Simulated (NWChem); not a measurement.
The system is NaI.

```
CELL_PARAMETERS angstrom
0.00000 3.23640 3.23640
3.23640 0.00000 3.23640
3.23640 3.23640 0.00000
ATOMIC_POSITIONS crystal
I 0.50000 0.50000 0.50000
Na 0.00000 0.00000 0.00000
```

- Program: NWChem 7.3.0
- Task: single point
- Functional: PBE
- Potentials or basis: NWChem's default library (pspw_default)
- Cutoff: 1061 eV
- Density cutoff: 2122 eV
- k mesh: 5 × 5 × 5
- Occupations: fermi-dirac, width 0.05 eV
- Spin: no spin polarisation

On this cell: pressure -0.5 GPa; largest force zero by symmetry.

The same run follows on a disturbed copy (atoms moved at random, drawn with an rms of 0.05 Å):

```xyz
2
Lattice="0.0000 3.2364 3.2364 3.2364 0.0000 3.2364 3.2364 3.2364 0.0000" Properties=species:S:1:pos:R:3 pbc="T T T"
I    -0.0092   -0.0090   -3.2351
Na   -0.0071    0.0155    0.0537
```

Task: What does the disturbed cell give?

Result: The energy moves by +0.8 meV/atom; pressure -0.5 GPa; largest force 0.054 eV/Å.

Forces on the atoms (eV/Å):
```
I    0.002  0.021  0.050
Na  -0.002 -0.021 -0.050
```

Caveats: potentials of this library can shift pressures by several GPa and gaps by up to half an eV, enough to turn an indirect gap into a direct one.
